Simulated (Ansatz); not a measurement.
Zincblende BeSe (r2SCAN geometry), in Ansatz:

```
CELL_PARAMETERS angstrom
0.00000 2.58104 2.58104
2.58104 0.00000 2.58104
2.58104 2.58104 0.00000
ATOMIC_POSITIONS crystal
Be 0.00000 0.00000 0.00000
Se 0.25000 0.25000 0.25000
```

G0W0@PBE with 188 empty bands, a screening cutoff of 180 eV and a 6×6×6 mesh (PAW, contour deformation) gives 3.860 eV over the mesh points, from a PBE gap of 2.654 eV; it sums over 197 bands with 169 plane waves in the screening and a wave cutoff of 420 eV. G0W0 here is at a finite number of bands, screening cutoff and k mesh, not at the basis limit. Spin-unpolarised throughout; all numbers are computed.

Q: Another run gave a Kohn-Sham gap of 2.657 eV and a G0W0 gap of 3.829 eV, summing over 198 bands with 169 plane waves in the screening and a wave cutoff of 1800 eV. What was changed?

A: Potentials of the kind norm-conserving. The wave cutoff gives it away.

Q: Estimate the gap with empty bands 365, screening cutoff 260 eV.

A: 3.923 eV (+0.063 eV), from a Kohn-Sham gap of 2.654 eV.

Q: Estimate the gap with mesh 8×8×8, empty bands 55, screening cutoff 80 eV.

A: 3.603 eV (-0.257 eV), from a Kohn-Sham gap of 2.655 eV.

Q: Estimate the gap with frequency model Godby-Needs pole.

A: 3.800 eV (-0.060 eV), from a Kohn-Sham gap of 2.654 eV.

The runs are scalar-relativistic, without spin-orbit coupling.
